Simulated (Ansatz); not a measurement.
How far is this NaH4 from the hull?

Computed with Ansatz 0.2.0, DFT PBE, scalar-relativistic, plane waves, PAW. Settings: cutoff 420 eV, Γ-centred meshes spaced at most about 0.3 Å⁻¹, and about 0.25 Å⁻¹ or finer for metals (2π included), Gaussian smearing. No spin polarisation.

The zero of energy is the elements' standard structures at the same level (H₂ as a molecule); no fitted shifts are applied.

All energies are static (0 K, no zero-point motion). Weakly bound directions are ill-defined at this level, which has no dispersion term (NaH4 P6/mmm). With hydrogen, zero-point motion can shift formation energies by some tens of meV/atom.

The competitors are the elements and 1 reference phase of this chemical system (from databases or known types: NaH), relaxed at the same level; other known phases may be missing.

The candidate was reached from: ordered vacancies on the cation sites of aluminium diboride.

Space group P6/mmm (No. 191). a = 4.219 Å, b = 4.219 Å, c = 6.132 Å, α = 90.00°, β = 90.00°, γ = 120.00°
```
atom  site  symmetry       x       y       z
  Na    1a     6/mmm  0.0000  0.0000  0.0000
   H    4h       3m. 0.3333  0.6667  0.4383
```

**Question.** Is it stable, and against what?

**Answer.** Not stable. Its formation energy is 0.091 eV/atom. The lowest competing mixture at this composition is this:

```
 phase      space group   source  share of atoms  ΔE_f (eV/atom)
H₂ gas                -  element          0.6000           0.000
   NaH  Fm-3m (No. 225)      COD          0.4000          -0.196
```

The mixture lies at -0.078 eV/atom, and the candidate lies 169 meV/atom above it (170 meV/atom from unrounded values). The candidate matches no cell in the subsets of the Crystallography Open Database and the Materials Project at hand. At finite temperature the entropy of the gas favours decomposition further. It holds H–H pairs as short as in free H₂ molecules (shortest 0.76 Å).
